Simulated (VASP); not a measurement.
Sn under changes of volume

One of the cells (35.524 Å³/atom); the others are scaled copies at fixed shape and fractional positions:

```
Sn
1.0
     0.00000    3.28732    3.28732
     3.28732    0.00000    3.28732
     3.28732    3.28732    0.00000
Sn
2
Direct
  0.75000 0.75000 0.75000
  0.50000 0.50000 0.50000
```

This isn't the form of Sn at room conditions, which is tetragonal (white tin).

```yaml
Program: VASP 6.6.1
Functional: PBE
Dispersion: D3(BJ)
Potentials_or_basis: VASP PAW PBE potentials, release 64 (Sn_d)
Cutoff: 520 eV
k_mesh: 6 × 6 × 6
Occupations: fermi-dirac, width 0.05 eV
Spin: no spin polarisation
```

```tsv
volume (Å³/atom)	energy over the lowest point (meV/atom)	pressure (GPa)
34.103	?	?
34.814	1.88	0.8
35.524	0.00	0.0
36.235	1.63	-0.8
36.945	6.37	-1.4
```

What does the run at 34.103 Å³/atom give?

Energy over the lowest point 7.76 meV/atom; pressure 1.8 GPa.

Worked out: A Birch-Murnaghan fit of order 2 (a polynomial in V^(-2/3)) to the other rows has its minimum at 35.54 Å³/atom with B0 = V·E''(V) = 39 GPa. It gives 7.59 meV/atom at 34.103 Å³/atom, against the run's 7.76, and -dE/dV = 1.8 GPa, against 1.8.

Energies are extrapolated to zero smearing.

Caveats: pairwise dispersion overbinds metals, which lowers pressure and volume.
